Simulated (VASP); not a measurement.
Set up this calculation in VASP 6.6.1, as the native input.

* Task: single point
* Functional: PBE
* Potentials or basis: VASP PAW PBE potentials, release 64 (Ag, Br)
* Cutoff: 520 eV
* k mesh: 6 × 6 × 6
* Occupations: gaussian, width 0.01 eV
* Spin: no spin polarisation
* Dipole correction: no
* Further INCAR settings: ALGO = Fast; EDIFF = 1e-06; NBANDS = 16

The structure of AgBr lies in POSCAR:

```
AgBr
1.0
    0.0000000000      2.8927333105      2.8927333105
    2.8927333105      0.0000000000      2.8927333105
    2.8927333105      2.8927333105      0.0000000000
Ag Br
1 1
Direct
    0.0000000000      0.0000000000      0.0000000000
    0.5000000000      0.5000000000      0.5000000000
```

The cell was built by a generator and needn't be a form met in nature.

The input as run:

INCAR

```
PREC = Accurate
ENCUT = 520
EDIFF = 1E-6
ISMEAR = 0
SIGMA = 0.01
LREAL = F
LASPH = T
NELM = 100
ALGO = Fast
ISIF = 2
LWAVE = F
LCHARG = T
GGA = PE
LELF = T
LVHAR = T
NBANDS = 16
```

KPOINTS

```
regular mesh
0
Gamma
  6 6 6
```

Potentials or basis: VASP PAW PBE potentials, release 64 (Ag, Br).

The run is started by

```bash
$ cat potpaw_PBE.64/Ag/POTCAR potpaw_PBE.64/Br/POTCAR > POTCAR
$ mpirun -np 1 vasp_std > vasp.out
```

It gave:

| Property | Result |
| --- | --- |
| Pressure | 1.1 GPa |
| Band gap on the k mesh | 0.68 eV, indirect (least direct gap 2.53 eV) |

Run time: 8.9 s on 1 thread of Intel(R) Xeon(R) Platinum 8488C (Sapphire Rapids), with other jobs on the host, peak memory 0.16 GiB.
